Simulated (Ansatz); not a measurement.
# C, C2 sheet, C4 slab and more: relaxing cell and atoms, single point and relaxing the atoms, part 2 of 2

The task, for C, C2 sheet, C4 slab and more: 6 runs in a chain (relaxing cell and atoms, single point and relaxing the atoms).

Ansatz 0.2.0; DFT r2SCAN+rVV10, scalar-relativistic, plane waves, PAW. The steps go on from the part before.

**6. Relaxing the atoms**

Contents of input.yaml:

```yaml
crystal:
  lattice:
    - [2.46, 0.0, 0.0]
    - [-1.23, 2.1304224933, 0.0]
    - [0.0, 0.0, 28.05]
  atoms:
    - { symbol: C, position: [0.0, 0.0, 0.679144385] }
    - { symbol: C, position: [0.3333333333, 0.6666666667, 0.679144385] }
    - { symbol: C, position: [0.0, 0.0, 0.559714795] }
    - { symbol: C, position: [0.6666666667, 0.3333333333, 0.559714795] }
    - { symbol: C, position: [0.0, 0.0, 0.440285205] }
    - { symbol: C, position: [0.3333333333, 0.6666666667, 0.440285205] }
    - { symbol: C, position: [0.0, 0.0, 0.320855615] }
    - { symbol: C, position: [0.6666666667, 0.3333333333, 0.320855615] }
scf:
  occupations: { method: gaussian, width: 0.05 }
output:
  forces: true
hamiltonian:
  xc: r2scan
  dispersion: rvv10
kpoints:
  mp_grid: { grid: [12, 12, 1] }
relax:
  f_tol: 0.003
  max_steps: 40
```

Started as:

```
$ ansatz run input.yaml --threads 8 --pin off --max-ram 14336MiB --backend cpu --events-out ev --progress --plain --runs-dir out
```

What it wrote (excerpt; [...] marks lines left out):

```text
Warning: RAYON_NUM_THREADS=8 ignored (pool sized by the plan → 8); use --threads N
[...]
Pseudopotentials: kind: paw
Pseudopotential: C, paw, valence charge 4, recommended cutoff 500 eV (meta_gga), C.paw.azcp
Functional definition: r2SCAN+rVV10
[...]
Crystal: 8 atoms, lattice volume = 147.006 Å³
Basis set: ecut = 500 eV, 3805 PW (Γ), exchange–correlation on 96×96×960 points (64 copies of the dense FFT grid, shifted against one another)
Bands: 24, of which v1, the nominal top of the filled ones, is band 16 counted from 1 (15 counted from 0)
Symmetry: 12 space group operations
Space group: P-3m1 (ITA 164), of the structure as read, at distance tolerance 5.3e-5 Å
k-points: 19 of 144
[...]
rVV10 density: all electrons in the spheres
[...]
SCF iter   1: F=—  HF=-2011.670333 eV  |F-HF|=—  |Δ(HF+E_count)|=         —  Δρ=5.59e-3  dr2=2.53e-2  dr2_τ=1.61e0  ethr=1.77e-3  ⟨swp⟩=9.7  Hψ=2775  notcnv=0  defer=1
[...]
  atom   6  C      0.00000000     0.00000000    -0.00004044
  atom   7  C      0.00000000     0.00000000    -0.00000057
  atom   8  C      0.00000000    -0.00000000     0.00004441
[...]
--- Relaxed structure (6 steps of the walk, 4 accepted, 0 SCFs on fresh bases) ---
  F+E_penalty+E_count = -2011.82368040 eV   max|allowed force component| = 4.389e-5 eV/Å
  atoms:
    - { symbol: C, position: [-1.4725253302920824e-19, 8.739382312614305e-34, 0.6789699048423442] }
    - { symbol: C, position: [0.3333333333333333, 0.6666666666666667, 0.6789878329363005] }
    - { symbol: C, position: [5.455084082905274e-21, -3.3188347269736725e-34, 0.5597212587525157] }
    - { symbol: C, position: [0.6666666666666667, 0.3333333333333333, 0.5597106144991467] }
    - { symbol: C, position: [-5.455084082904919e-21, 2.0792890950390654e-33, 0.44027874124748423] }
    - { symbol: C, position: [0.3333333333333333, 0.6666666666666667, 0.4402893855008531] }
    - { symbol: C, position: [1.4725253302920934e-19, -1.7778336690493653e-33, 0.3210300951576555] }
    - { symbol: C, position: [0.6666666666666667, 0.3333333333333333, 0.3210121670636992] }
```

It took 13 s on 8 threads of Arm Neoverse V2, shared host; peak memory 1 GiB.

Step by step:

```csv
step,energy from step 1 (eV/cell),largest force component (eV/Å)
1,0.0000,0.0095
2,0.0001,0.0071
3,0.0000,0.0095
4,0.0001,0.0067
5,0.0000,0.0036
6,0.0000,0.0000
```

Step 1 is the start. Steps 2, 4 were tried and not accepted.

**7. Relaxing the atoms**

Contents of input.yaml:

```yaml
crystal:
  lattice:
    - [2.46, 0.0, 0.0]
    - [-1.23, 2.1304224933, 0.0]
    - [0.0, 0.0, 34.75]
  atoms:
    - { symbol: C, position: [0.0, 0.0, 0.7410071942] }
    - { symbol: C, position: [0.3333333333, 0.6666666667, 0.7410071942] }
    - { symbol: C, position: [0.0, 0.0, 0.6446043165] }
    - { symbol: C, position: [0.6666666667, 0.3333333333, 0.6446043165] }
    - { symbol: C, position: [0.0, 0.0, 0.5482014388] }
    - { symbol: C, position: [0.3333333333, 0.6666666667, 0.5482014388] }
    - { symbol: C, position: [0.0, 0.0, 0.4517985612] }
    - { symbol: C, position: [0.6666666667, 0.3333333333, 0.4517985612] }
    - { symbol: C, position: [0.0, 0.0, 0.3553956835] }
    - { symbol: C, position: [0.3333333333, 0.6666666667, 0.3553956835] }
    - { symbol: C, position: [0.0, 0.0, 0.2589928058] }
    - { symbol: C, position: [0.6666666667, 0.3333333333, 0.2589928058] }
scf:
  occupations: { method: gaussian, width: 0.05 }
output:
  forces: true
hamiltonian:
  xc: r2scan
  dispersion: rvv10
kpoints:
  mp_grid: { grid: [12, 12, 1] }
relax:
  f_tol: 0.003
  max_steps: 40
```

Started as:

```
$ ansatz run input.yaml --threads 8 --pin off --max-ram 14336MiB --backend cpu --events-out ev --progress --plain --runs-dir out
```

What it wrote (excerpt; [...] marks lines left out):

```text
[...]
SCF converged after 4 iterations
an eigenvalue changed by more than its tolerance at an iteration that met the thresholds in force, so the SCF went on 2 times, its first undamped step at iteration 3: the last check found none over its tolerance
Free energy (F): -3017.803745 eV
[...]
E sigma→0 (E₀):  -3017.802626 eV
Entropy (-TS):   -0.002237 eV (-0.186 meV/atom)
Fermi energy:    2.223036 eV
[...]
--- Forces (eV/Å), atoms counted from 1 ---
  atom   1  C      0.00000000     0.00000000     0.00022004
  atom   2  C     -0.00000000    -0.00000000    -0.00018814
  atom   3  C      0.00000000    -0.00000000    -0.00019414
  atom   4  C     -0.00000000     0.00000000     0.00007510
  atom   5  C      0.00000000     0.00000000     0.00017164
  atom   6  C      0.00000000    -0.00000000    -0.00007705
  atom   7  C      0.00000000    -0.00000000    -0.00017164
[...]
    - { symbol: C, position: [0.3333333333333332, 0.6666666666666665, 0.7404605429044261] }
    - { symbol: C, position: [1.044095609042539e-33, -4.8013142740475775e-33, 0.6441901840508722] }
    - { symbol: C, position: [0.6666666666666667, 0.3333333333333332, 0.6441826403821667] }
    - { symbol: C, position: [-1.1740656245453132e-32, -8.658437038136007e-33, 0.5479133982634139] }
    - { symbol: C, position: [0.3333333333333332, 0.6666666666666665, 0.54792022631903] }
    - { symbol: C, position: [7.363844279728553e-33, 1.7859281964971949e-32, 0.45208660173658594] }
    - { symbol: C, position: [0.6666666666666667, 0.3333333333333332, 0.45207977368096974] }
    - { symbol: C, position: [-5.2663777004154497e-33, -2.3906125464923067e-33, 0.3558098159491276] }
    - { symbol: C, position: [0.3333333333333332, 0.6666666666666665, 0.35581735961783323] }
    - { symbol: C, position: [5.753618007615699e-33, 6.28791367270666e-33, 0.25955380188125027] }
    - { symbol: C, position: [0.6666666666666667, 0.3333333333333332, 0.2595394570955738] }
```

Wall time 20 s (8 threads of Arm Neoverse V2, shared host); peak memory 1.4 GiB.

The relaxation lowered the energy by 0.000 eV over 6 steps; the largest move was 0.02 Å.

**8. Summary of results**

The summary covers parts 1 to 2.

```
step    system   k mesh  energy (eV)  gap on the mesh (eV)   time
   2         C  12×12×4    -1005.981                  0.00  2.7 s
   3  C2 sheet  12×12×1     -502.869                   n/a    1 s
   4   C4 slab  12×12×1    -1005.848                   n/a  7.5 s
   5   C6 slab  12×12×1    -1508.832                   n/a  7.8 s
   6   C8 slab  12×12×1    -2011.823                   n/a   13 s
   7  C12 slab  12×12×1    -3017.803                   n/a   20 s
```

Totals of different systems or levels have different zeros; only balanced differences at one level mean anything.

| quantity | value |
| --- | --- |
| relaxed cell, step 2 | a = 2.455 Å, b = 2.455 Å, c = 6.665 Å, α = 90.00°, β = 90.00°, γ = 120.00° |

Against the measured lattice constant a of C, 2.463 Å (“The phonon dispersion of graphite by inelastic x-ray scattering”, 2007, arxiv:0705.2418), the calculated 2.455 Å is off by -0.3 %. 2 values of this kind are on record in papers (2.463 to 2.464 Å); this one was drawn at random among those near their median. Against the measured lattice constant c of C, 6.711 Å (quoted in “The phonon dispersion of graphite by inelastic x-ray scattering”, 2007, arxiv:0705.2418), the calculated 6.665 Å is off by -0.7 %. 2 values of this kind are on record in papers (6.711 to 6.712 Å); this one was drawn at random among those near their median. That is the cell relaxed with r2SCAN+rVV10, without thermal expansion or zero-point motion.
